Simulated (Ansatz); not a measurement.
# MgS (Niningerite) under changes of volume

One of the cells (17.609 Å³/atom); the others are scaled copies at fixed shape and fractional positions:

```xyz
2
Lattice="0.0000 2.6016 2.6016 2.6016 0.0000 2.6016 2.6016 2.6016 0.0000" Properties=species:S:1:pos:R:3 pbc="T T T"
S     2.6016    2.6016    2.6016
Mg    0.0000    0.0000    0.0000
```

- Program: Ansatz 0.2.0
- Functional: PBEsol
- Potentials or basis: all-electron LAPW, scalar-relativistic
- Cutoff: 184 eV (chosen from the basis error)
- Basis error allowed: 0.001 eV/atom
- k mesh: 9 × 9 × 9
- Occupations: fermi-dirac, width 0.05 eV
- Spin: no spin polarisation

| volume (Å³/atom) | energy over the lowest point (meV/atom) | pressure (GPa) | gap on the mesh (eV) |
| --- | --- | --- | --- |
| 16.553 | 10.42 | 4.3 | 2.96 |
| 16.905 | 3.20 | 2.3 | 2.92 |
| 17.257 | 0.00 | 0.6 | 2.87 |
| 17.609 | ? | ? | ? |
| 17.962 | 4.10 | -2.4 | 2.79 |
| 18.314 | 10.72 | -3.6 | 2.75 |
| 18.666 | 20.02 | -4.8 | 2.71 |

Q: What does the run at 17.609 Å³/atom give?

A: Energy over the lowest point 0.41 meV/atom; pressure -1.0 GPa; gap on the mesh 2.83 eV.

Worked out: A Birch-Murnaghan fit of order 3 (a polynomial in V^(-2/3)) to the other rows has its minimum at 17.39 Å³/atom with B0 = V·E''(V) = 78 GPa and B' = 4.1. It gives 0.41 meV/atom at 17.609 Å³/atom, against the run's 0.41, and -dE/dV = -1.0 GPa, against -1.0. A straight line through the other rows of the gap, of slope -2.09 eV per unit of ln V, gives 2.83 eV, against the run's 2.83.

Energies are extrapolated to zero smearing.

Caveats: an odd mesh through Γ misses points on the zone boundary, where band edges often lie.
